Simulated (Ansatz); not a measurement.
# MnO2 (P6_3/mmc) in Ansatz: relaxation of cell and atoms with r2SCAN

Aim: the relaxation of cell and atoms of MnO2 with r2SCAN.

All numbers are computed with Ansatz 0.2.0; they aren't measurements. Logs are shortened: lines on timing, memory, paths and dates and some standing lists are left out, and cuts for length are marked.

**1. Starting point**

It takes space group P6_3/mmc (No. 194, hexagonal). Conventional cell: a = 2.855 Å, b = 2.855 Å, c = 10.222 Å, α = 90.00°, β = 90.00°, γ = 120.00°. Mn (site symmetry -3m) is surrounded by 6 O at 1.90 Å. O (site symmetry 3m) is surrounded by 3 Mn at 1.90 Å.

Measurements of this composition are mostly on another form, of space group No. 136.

**2. Relaxation of cell and atoms, r2SCAN, collinear spin, ferromagnetic start**

Input file input.yaml:

```yaml
crystal:
  lattice:
    - [2.8549554371, 0.0, 0.0]
    - [-1.4274777185, 2.4724639352, 0.0]
    - [0.0, 0.0, 10.2217427273]
  atoms:
    - { symbol: Mn, position: [0.0, 0.0, 0.5], spin: 4.0 }
    - { symbol: Mn, position: [0.0, 0.0, 0.0], spin: 4.0 }
    - { symbol: O, position: [0.6666666667, 0.3333333333, 0.40685645] }
    - { symbol: O, position: [0.6666666667, 0.3333333333, 0.09314355] }
    - { symbol: O, position: [0.3333333333, 0.6666666667, 0.59314355] }
    - { symbol: O, position: [0.3333333333, 0.6666666667, 0.90685645] }
hamiltonian:
  xc: r2scan
  pseudopotentials: { kind: paw }
magnetization:
  spin_polarized: true
kpoints:
  mp_grid: { grid: [11, 11, 3] }
scf:
  occupations: { method: fermi_dirac, width: 0.05 }
output:
  forces: true
  stress: true
  eigenvalues: true
  write_density: true
  write_potential: true
  elf: true
  volumetric_format: npy
relax:
  f_tol: 0.01
  max_steps: 40
  cell: { stress_tol: 0.05 }
```

Potentials or basis: Ansatz PAW.

On the command line:

```console
$ ansatz run input.yaml --threads 2 --pin off --max-ram 5632MiB --backend cpu --events-out ev --progress --plain --runs-dir out
```

The program printed:

```text
Warning: RAYON_NUM_THREADS=2 ignored (pool sized by the plan → 2); use --threads N
Engine: ansatz 0.2.0, aarch64-unknown-linux-gnu
Pseudopotentials: kind: paw
Pseudopotential: Mn, paw, valence charge 15, recommended cutoff 500 eV (meta_gga), Mn.paw.azcp
Pseudopotential: O, paw, valence charge 6, recommended cutoff 500 eV (meta_gga), O.paw.azcp
Functional definition: r2SCAN
  parameter k0 = 0.174
  parameter k1 = 0.065
  parameter a1 = 4.9479
  exchange = r2scan_x(k0 = k0, k1 = k1, a1 = a1)
  correlation = r2scan_c
Crystal: 6 atoms, lattice volume = 72.153 Å³
Basis set: ecut = 500 eV, 1825 PW (Γ), exchange–correlation on 96×96×300 points (64 copies of the dense FFT grid, shifted against one another)
Bands: 38, of which v1, the nominal top of the filled ones, is band 27 counted from 1 (26 counted from 0)
Symmetry: 24 space group operations
Space group: P63/mmc (ITA 194), of the structure as read, at distance tolerance 4.2e-5 Å
Magnetic group: BNS 194.263 (UNI 1493), of the structure as read, at distance tolerance 4.2e-5 Å
k-points: 32 of 363
Non-local potential: Mn, projectors of the file, l = 0: 3, l = 1: 2, l = 2: 3, l = 3: 1
Non-local potential: O, projectors of the file, l = 0: 2, l = 1: 2, l = 2: 1
PAW form: soft (Blöchl's): semilocal exchange-correlation on the pseudo side does not see the compensation charge
PAW frozen core: Mn, regenerated for the run's functional (the file was generated under x = pbe(κ = 0.804, μ = 0.2195149727645171), c = pbe(β = 0.06672455060314922))
PAW frozen core: O, regenerated for the run's functional (the file was generated under x = pbe(κ = 0.804, μ = 0.2195149727645171), c = pbe(β = 0.06672455060314922))
PAW one-centre angular grid: Mn, 590 points (default); XC on 160 Gauss nodes
PAW one-centre angular grid: O, 302 points (default); XC on 160 Gauss nodes
Initial density: superposition of atomic densities (chi_scale 0.1, normalization cell, long waves kept (reshape's long-wave potential 0.21 eV rms))
Starting moments: Σ|m| = 8 μB on 2 of 6 sites
Initial wavefunctions: pseudopotential atomic-orbital guess
Functional: x = r2scan, c = r2scan; τ floored in thin density (d = 2e-4 eV/Å³)
SCF iter   1: F=—  HF=-10081.766250 eV  |F-HF|=—  |Δ(HF+E_count)|=         —  Δρ=5.38e-2 (↑5.38e-2 ↓4.73e-2)  dr2=5.27e0  dr2_τ=9.39e-2  dr2_m=6.03e-1  M=6.000 μB ∫|m|=7.569 μB  β_m=1.00  ethr=3.10e-3  ⟨swp⟩=7.1  Hψ=10376  notcnv=0
Mixer restart at iter 1: flushing history
preconditioner: auto → none  [insulator: Δε(μ)=1.354 eV  Ē_g=13.518 eV  σ=0.050 eV  W_gap=1.00  n_scr=14 (ndim 8)  ℏωp=26.9 eV  f_vac=0.195  D(μ)=0.00/eV (n_scr^D=0)  ε∞_Penn≈5.0]
SCF iter   2: F=—  HF=-10082.867660 eV  |F-HF|=—  |Δ(HF+E_count)|=    1.10e0  Δρ=3.26e-2 (↑3.26e-2 ↓1.77e-2)  dr2=8.06e-1  dr2_τ=2.69e-2  dr2_m=1.44e-1  M=6.000 μB ∫|m|=7.088 μB  β_m=1.00  ethr=3.10e-3  ⟨swp⟩=3.0  Hψ=5688  notcnv=0  defer=186  κ⁻¹=1.0e0(r=1)
SCF iter   3: F=—  HF=-10082.734417 eV  |F-HF|=—  |Δ(HF+E_count)|=   1.33e-1  Δρ=1.44e-2 (↑1.44e-2 ↓1.42e-2)  dr2=2.51e-1  dr2_τ=1.01e-2  dr2_m=9.92e-3  M=6.000 μB ∫|m|=6.963 μB  β_m=1.00  ethr=1.49e-3  ⟨swp⟩=3.4  Hψ=4239  notcnv=0  defer=203  κ⁻¹=4.6e-2(r=2)
[... 88 lines left out ...]
SCF iter  10: F=-10083.504909 eV  HF=-10083.504909 eV  |F-HF|=0.00e0  |Δ(HF+E_count)|=  1.96e-10  Δρ=6.35e-8 (↑6.35e-8 ↓5.65e-8)  dr2=1.16e-11  dr2_τ=8.32e-14  dr2_m=5.66e-14  M=6.000 μB ∫|m|=6.175 μB  ethr=1.00e-12  ⟨swp⟩=5.4  Hψ=11623  notcnv=0
SCF 6 converged in 10 iterations: F = -10083.504909 eV  dr2 = 1.16e-11
relax step   6: F+E_penalty+E_count = -10083.50490890 eV  Δ(F+E_penalty+E_count) = -8.180e-4 eV  max|allowed force component| = 1.166e-4 eV/Å  Δτ_max = 0.0000 Å  P = +0.003 GPa  Ω = 73.287 Å³  stress off target by 3.82e-3 GPa  SCF on the basis re-selected at this cell (its energy is not comparable with the rows above)  (10 SCF iters)
basis re-selected at this cell: Δ(F+E_penalty+E_count) = -8.180e-4 eV, ΔP = -0.002 GPa vs the last step (what re-selecting the basis moved, of the pressure what is left beyond the Pulay correction that the steps carried, after the strain that the cell walked since its last selection, with what the two solves' SCF thresholds leave and, on support functions, any second-order correction that the steps lacked; it is no measure of the basis error at this ecutwfc). The dense FFT grid was sized anew with the basis: this SCF ran on 24×24×80 points, the steps before it on 24×24×75, so part of this shift can come from that change (see relax.cell in the input reference). This SCF's stress stands 3.82e-3 GPa from its target on what of the cell is left free (relax.cell.stress_tol is 5.00e-2 GPa) and its largest allowed force component is 1.17e-4 eV/Å (relax.f_tol is 1.00e-2 eV/Å): within both
an SCF from antiferromagnetic starting moments (-4.00, 4.00, 0.00, 0.00, 0.00, 0.00 Bohr magnetons, atom by atom) was not made, so that it is not known whether that order lies lower: the deck asks for what bars it, or types moments that do (magnetization.spin_polarized, in the input reference, names some of the keys), or the run goes by scf.lower_state_search: light, the default, which as a rule tries one only behind a close that has lost an order of both signs, or on which an open d or half-filled 4f shell of a PAW file has lost a moment that was set nearer to Hund's than to what is left; or, under a Hubbard U, one that names an f shell that the input leaves bare beside given moments, or a larger moment for a shell of low spin that is given one. standard, with a start from the atoms, tries one behind each close (in a relaxation, ahead of its steps or at their end). To set out from that order, type those moments (crystal.atoms[].spin; where shells were raised to Hund's moment, beside crystal.symmetry.detect: false) under scf.lower_state_search: light. The bands of the close that named these starting moments, or of the one ahead of a search that led to it (under cold or Methfessel-Paxton smearing those of the Gaussian ahead of it) read a cost of -0.33 meV for the turn to them, carried on from a small turn (-0.33 by the pairs of d shells alone)
SCF converged after 10 iterations
Stability not checked: this state was not tested for a lower state beside it, because the mixer in use, unlike msr1, does not test its closes by its own steps (another_mixer; see scf.mixing.algorithm and scf.lower_state_search)
Magnetization: 6.0000 μB (30.0000 up, 24.0000 down)
Absolute magnetization: 6.1818 μB (∫|ρ↑−ρ↓|, with the PAW one-centre terms)
Spin contamination: 0.0811 ħ² per cell (⟨S²⟩ above its minimum at these occupations)
Per-site moments (μB) at R_I (Å): [(2.581418316830201, 0.7836376469053339), (2.5814183168301996, 0.783637646905334), (0.022413555969852436, 0.783637646905334), (0.02241355596985238, 0.783637646905334), (0.022413555969852252, 0.7836376469053339), (0.022413555969852537, 0.7836376469053348)]
Free energy (F): -10083.504909 eV
Harris-Foulkes:  -10083.504909 eV  (|F-HF|=0.00e0)
Internal energy: -10083.504909 eV  (E = F + TS)
E sigma→0 (E₀):  -10083.504909 eV
Fermi energy:    6.394608 eV
--- Per-component energies (eV) ---
  E_band       = -884.850881
  E_kinetic    = 1301.534891
  E_local      = -8533.539474  (includes V_loc(G=0)·N_el)
  E_nonlocal   = 666.564067
  E_hartree    = 3564.643800
  E_xc         = -512.298712
  E_vxc        = -744.860375  (∫ρ·V_xc dr)
  E_paw        = -3248.437680  (= ΣΔE_a)
  E_vpaw       = -753.314957  (= ΣTr[D̂ρ^β])
  E_aug_tail   = 0.004169  (compensation charges beyond the density's cutoff)
  E_vtau       = 49.472951  (kinetic-family band-sum trace: ∫τ·v_τ [+ j·A + Jᵃ·Aᵃ] dr)
  E_ewald      = -3321.282120
  E_core_change = -0.693850  (= ΣΔE_core)
  E_smearing   = -0.000000  (= −TS)
  E_closure    = -0.000000  (closes the sum)
  Σ components = -10083.504909   (vs F -10083.504909, Δ=0.00e0)
--- Forces (eV/Å), atoms counted from 1 ---
  atom   1  Mn     0.00000000     0.00000000     0.00000000
  atom   2  Mn    -0.00000000     0.00000000     0.00000000
  atom   3  O      0.00000000     0.00000000    -0.00011659
  atom   4  O      0.00000000     0.00000000     0.00011659
  atom   5  O     -0.00000000    -0.00000000     0.00011659
  atom   6  O     -0.00000000    -0.00000000    -0.00011659
  max |Σ_I F_I| component: 9.25e-18 eV/Å
--- Stress (GPa, compression-positive) ---
        0.002246      -0.000000       0.000000
       -0.000000       0.002246       0.000000
        0.000000       0.000000       0.003822
  P = ⅓ Tr σ = 0.0028 GPa (0.028 kbar)
--- Band table (eV; the first three rows and the last of 64) ---
  k-point 0 ↑: bands = ["-79.2774", "-79.2774", "-46.7086", "-46.7085", "-46.6550", "-46.6550", "-46.6550", "-46.6550", "-14.7647", "-14.7347", "-12.6304", "-12.5777", "-0.6756", "-0.4194", "-0.3163", "-0.3163", "-0.3120", "-0.3120", "2.8002", "2.8002", "2.8015", "2.8015", "3.6441", "4.2971", "4.3966", "4.3966", "4.4147", "4.4147", "5.0599", "5.3003", "8.9942", "8.9942", "9.0111", "9.0111", "13.1592", "14.8292", "15.5495", "16.9696"]
  k-point 1 ↑: bands = ["-79.2774", "-79.2774", "-46.7086", "-46.7085", "-46.6550", "-46.6550", "-46.6550", "-46.6550", "-14.7573", "-14.7423", "-12.6171", "-12.5908", "-0.6153", "-0.4875", "-0.3152", "-0.3152", "-0.3131", "-0.3131", "2.8005", "2.8005", "2.8012", "2.8012", "3.7900", "4.1077", "4.4012", "4.4012", "4.4102", "4.4102", "5.1483", "5.2600", "8.9984", "8.9984", "9.0069", "9.0069", "13.4272", "14.1362", "16.2027", "16.7844"]
  k-point 2 ↑: bands = ["-79.2760", "-79.2760", "-46.7064", "-46.7064", "-46.6680", "-46.6680", "-46.6579", "-46.6579", "-14.6584", "-14.6286", "-12.6567", "-12.6063", "-0.5526", "-0.3919", "-0.3700", "-0.2954", "-0.2158", "-0.2112", "2.5452", "2.5508", "2.5966", "2.5997", "3.8669", "4.1742", "4.1939", "4.4734", "4.5210", "4.5380", "5.1274", "5.3734", "8.6959", "8.7430", "8.9353", "8.9528", "13.5048", "15.0387", "15.9272", "17.3812"]
  k-point 31 ↓: bands = ["-75.1068", "-75.1068", "-42.7428", "-42.7428", "-42.7019", "-42.7019", "-42.3709", "-42.3709", "-12.9645", "-12.9562", "-12.9331", "-12.9247", "0.3272", "0.3584", "0.5089", "0.5346", "1.2349", "1.2627", "2.6376", "2.7050", "2.9491", "3.0461", "3.2770", "3.3586", "7.7888", "7.8032", "8.4765", "8.5020", "8.6331", "8.6617", "9.8512", "9.8840", "9.8951", "9.9298", "19.3126", "19.5185", "20.0624", "20.2031"]
--- Relaxed structure (5 steps of the walk, 5 accepted, 1 SCFs on fresh bases) ---
  F+E_penalty+E_count = -10083.50490890 eV   max|allowed force component| = 1.166e-4 eV/Å   (the final SCF, on the basis selected at the relaxed cell)
  cell:  # Å, volume = 73.2874 Å³
    - [2.850806994015801, -2.8825441020549154e-11, 0.0]
    - [-1.4254034969829368, 2.4688712781184488, 0.0]
    - [0.0, 0.0, 10.412691478236862]
  atoms:
    - { symbol: Mn, position: [1.0850028679051802e-34, 2.7696180064657424e-34, 0.49999999999999994] }
    - { symbol: Mn, position: [-9.922016210355623e-35, -1.3847909714885012e-34, 7.071215423894471e-21] }
    - { symbol: O, position: [0.6666666666666666, 0.33333333333333326, 0.4088950990889327] }
    - { symbol: O, position: [0.6666666666666666, 0.33333333333333326, 0.09110490091106727] }
    - { symbol: O, position: [0.33333333333333326, 0.6666666666666665, 0.5911049009110672] }
    - { symbol: O, position: [0.33333333333333326, 0.6666666666666665, 0.9088950990889324] }
```

It took 95 s on 2 threads of Arm Neoverse V2, shared host; peak memory 0.68 GiB.

Results:

- Free energy: -10083.5049 eV
- Relaxed volume: 12.21 Å³/atom
- Relaxed cell: a = 2.851 Å, b = 2.851 Å, c = 10.413 Å, α = 90.00°, β = 90.00°, γ = 120.00°
- Space group after relaxing (to 0.05 Å): P6_3/mmc (No. 194)
- Energy gained by relaxing: 0.4 meV/atom
- Ionic steps: 6
- Pressure after relaxing: 0.0 GPa
- Band gap on the k mesh: 2.02 eV, indirect (least direct gap 2.09 eV)
- Net moment: 6.00 μB per cell
- Absolute moment: 6.18 μB per cell
- Site moments: Mn +2.58; O +0.02 μB

The path:
```csv
step,energy change (eV),largest force (eV/Å),volume (Å³)
1,0.0000,0.1159,72.15
2,-0.0015,0.0464,72.51
3,-0.0018,0.0103,73.02
4,-0.0018,0.0064,73.17
5,-0.0017,0.0001,73.29
6,-0.0025,0.0001,73.29
```

Final structure:
```yaml
crystal:
  lattice:
    - [2.85081, 0.00000, 0.00000]
    - [-1.42540, 2.46887, 0.00000]
    - [0.00000, 0.00000, 10.41269]
  atoms:
    - { symbol: Mn, position: [0.00000, 0.00000, 0.50000] }
    - { symbol: Mn, position: [0.00000, 0.00000, 0.00000] }
    - { symbol: O, position: [0.66667, 0.33333, 0.40890] }
    - { symbol: O, position: [0.66667, 0.33333, 0.09110] }
    - { symbol: O, position: [0.33333, 0.66667, 0.59110] }
    - { symbol: O, position: [0.33333, 0.66667, 0.90890] }
```

Caveat: the magnetic or orbital state may not be the lowest; odd divisions of the mesh miss points on the zone boundary, where band edges often lie, so the gap on the mesh can be too wide; the plane-wave basis is chosen anew once the cell has moved, so the energies of steps on either side of that aren't comparable; only a ferromagnetic start was run, and an antiferromagnetic order may lie lower in energy; the PAW data sets come from PBE, with cores solved anew for the run's functional, which leaves a small shift of forces and pressure. A k mesh can miss the band edges.
